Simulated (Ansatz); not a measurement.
Input and command of a calculation in Ansatz (plane waves; scalar-relativistic PAW potentials unless the input names others):

```yaml
crystal:
  lattice:
    - [3.2943528974, 0.0, 0.0]
    - [-1.6471764487, 2.8529932982, 0.0]
    - [0.0, 0.0, 15.7533527762]
  atoms:
    - { symbol: Hg, position: [0.0, 0.0, 0.0] }
    - { symbol: Hg, position: [0.3333333333, 0.6666666667, 0.25] }
    - { symbol: Hg, position: [0.0, 0.0, 0.5] }
    - { symbol: Hg, position: [0.6666666667, 0.3333333333, 0.75] }
    - { symbol: H, position: [0.6666666667, 0.3333333333, 0.4407797889] }
    - { symbol: H, position: [0.3333333333, 0.6666666667, 0.5592202111] }
    - { symbol: H, position: [0.3333333333, 0.6666666667, 0.9407797889] }
    - { symbol: H, position: [0.6666666667, 0.3333333333, 0.0592202111] }
basis:
  ecutwfc: 420
kpoints:
  mp_grid: { grid: [12, 12, 2] }
hamiltonian:
  xc: pbe
scf:
  occupations: { method: gaussian, width: 0.02 }
  mixing: { algorithm: anderson, beta: 0.7 }
output:
  forces: true
  eigenvalues: true
  stress: true
```

```bash
ansatz run input.yaml --threads 2 --pin off --max-ram 5120MiB --backend cpu --events-out ev --progress --plain --runs-dir out
```

Abridged log:
```
Basis set: ecut = 420 eV, 2945 PW (Γ), exchange–correlation on 48×48×216 points (8 copies of the dense FFT grid, shifted against one another)
Bands: 51, of which v1, the nominal top of the filled ones, is band 42 counted from 1 (41 counted from 0)
Symmetry: 24 space group operations
k-points: 38 of 288
SCF iter   1: F=—  HF=-55313.164489 eV  |F-HF|=—  |Δ(HF+E_count)|=         —  Δρ=6.33e-3  dr2=2.68e-1  ethr=1.77e-3  ⟨swp⟩=8.1  Hψ=7428  notcnv=0  defer=1
SCF iter   2: F=—  HF=-55313.102281 eV  |F-HF|=—  |Δ(HF+E_count)|=   6.22e-2  Δρ=2.42e-3  dr2=1.44e-2  ethr=3.19e-4  ⟨swp⟩=2.9  Hψ=2637  notcnv=0  defer=110  κ⁻¹=1.0e0(r=1)
SCF iter   3: F=—  HF=-55313.099753 eV  |F-HF|=—  |Δ(HF+E_count)|=   2.53e-3  Δρ=5.72e-4  dr2=1.10e-3  ethr=1.71e-5  ⟨swp⟩=2.2  Hψ=2707  notcnv=0  defer=72  κ⁻¹=2.1e-2(r=2)
automatic band count: iteration 3 solves 50 bands in place of 51: the levels show a gap, and the empty bands left out lie too high to hold charge; the band table lists the bands solved (type scf.n_extra_bands for more)
SCF iter   4: F=—  HF=-55313.099640 eV  |F-HF|=—  |Δ(HF+E_count)|=   1.12e-4  Δρ=1.84e-4  dr2=7.14e-5  ethr=1.31e-6  ⟨swp⟩=2.0  Hψ=2036  notcnv=0  defer=72  κ⁻¹=4.2e-4(r=3)
SCF iter   5: F=—  HF=-55313.099662 eV  |F-HF|=—  |Δ(HF+E_count)|=   2.20e-5  Δρ=6.44e-5  dr2=1.15e-5  ethr=8.50e-8  ⟨swp⟩=2.2  Hψ=2371  notcnv=0  defer=72  κ⁻¹=3.2e-5(r=4)
SCF iter   6: F=—  HF=-55313.099666 eV  |F-HF|=—  |Δ(HF+E_count)|=   4.00e-6  Δρ=2.29e-5  dr2=5.52e-7  ethr=1.37e-8  ⟨swp⟩=2.0  Hψ=2503  notcnv=0  defer=72  κ⁻¹=7.6e-7(r=5)
SCF iter   7: F=-55313.099668 eV  HF=-55313.099668 eV  |F-HF|=1.04e-8  |Δ(HF+E_count)|=   1.11e-6  Δρ=4.94e-6  dr2=7.12e-8  ethr=1.19e-10  ⟨swp⟩=9.8  Hψ=7835  notcnv=0
SCF 1 converged in 7 iterations: F = -55313.099668 eV  dr2 = 7.12e-8
SCF converged after 7 iterations
Stability not checked: this state was not tested for a lower state beside it, because the mixer in use, unlike msr1, does not test its closes by its own steps (another_mixer; see scf.mixing.algorithm and scf.lower_state_search)
Free energy (F): -55313.099668 eV
Harris-Foulkes:  -55313.099668 eV  (|F-HF|=1.04e-8)
Internal energy: -55313.099668 eV  (E = F + TS)
E sigma→0 (E₀):  -55313.099668 eV
Fermi energy:    7.967455 eV
--- Forces (eV/Å), atoms counted from 1 ---
  atom   1  Hg     0.00000000     0.00000000     0.00000000
  atom   2  Hg     0.00000000     0.00000000     0.00000000
  atom   3  Hg     0.00000000     0.00000000     0.00000000
  atom   4  Hg     0.00000000     0.00000000     0.00000000
  atom   5  H      0.00000000     0.00000000    -0.00003018
  atom   6  H      0.00000000     0.00000000     0.00003018
  atom   7  H      0.00000000     0.00000000    -0.00003018
  atom   8  H      0.00000000     0.00000000     0.00003018
--- Stress (GPa, compression-positive) ---
        0.002677       0.000000       0.000000
        0.000000       0.002677       0.000000
        0.000000       0.000000       0.010073
  P = ⅓ Tr σ = 0.0051 GPa (0.051 kbar)
```

Apart from outputs, empty bands and the relaxation, which only the reference makes, the input differs from a reference run on usual settings in scf.mixing.algorithm: not typed → "anderson"; scf.mixing.beta: not typed → 0.7. The reference, at the same geometry, ended its own course with pressure 0.01 GPa, largest force 0.000 eV/Å, gap on the mesh 0.18 eV. This run converged in 7 SCF iterations with an energy at zero smearing within 0.01 meV/atom of the reference's, pressure 0.01 GPa, largest force 0.000 eV/Å, gap on the mesh 0.18 eV.

Time: 4.1 s on 2 threads of Intel(R) Xeon(R) Platinum 8488C (Sapphire Rapids) (shared host), peak memory 0.54 GiB.